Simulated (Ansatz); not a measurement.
**FePt (Tetraferroplatinum) in Ansatz: the effect of functional**

FePt (Tetraferroplatinum):

```
Pt Fe
1.0
     2.70522    0.00000    0.00000
     0.00000    2.70522    0.00000
     0.00000    0.00000    3.69503
Pt Fe
1 1
Direct
  0.50000 0.50000 0.50000
  0.00000 0.00000 0.00000
```

The cell isn't the ideal one: volume scaled by 0.98.

Alike in all runs:

| Quantity | Value |
| --- | --- |
| Program | Ansatz 0.2.0 |
| Task | single point |
| Potentials or basis | Ansatz PAW |
| k mesh | 10 × 10 × 7 |
| Occupations | fermi-dirac, width 0.05 eV |
| Spin | collinear spin, ferromagnetic start |
| Starting moments | [0.0, 3.0] μB |

Q: One run gave: pressure -8.5 GPa; moment 3.20 μB. Which functional did it use?
A. PBE
B. r2SCAN
C. LDA

A: C.

| functional | cutoff | pressure (GPa) | moment (μB) |
| --- | --- | --- | --- |
| LDA | 420 eV (not typed: the program's choice for these potentials) | -8.5 | 3.20 |
| r2SCAN | 500 eV (not typed: the program's choice for these potentials) | 7.1 | 3.58 |
| PBE | 420 eV (not typed: the program's choice for these potentials) | 8.1 | 3.25 |

Caveats: the PAW data sets come from PBE, with cores solved anew for the run's functional, which leaves a small shift of forces and pressure (some runs); the magnetic or orbital state may not be the lowest (some runs).
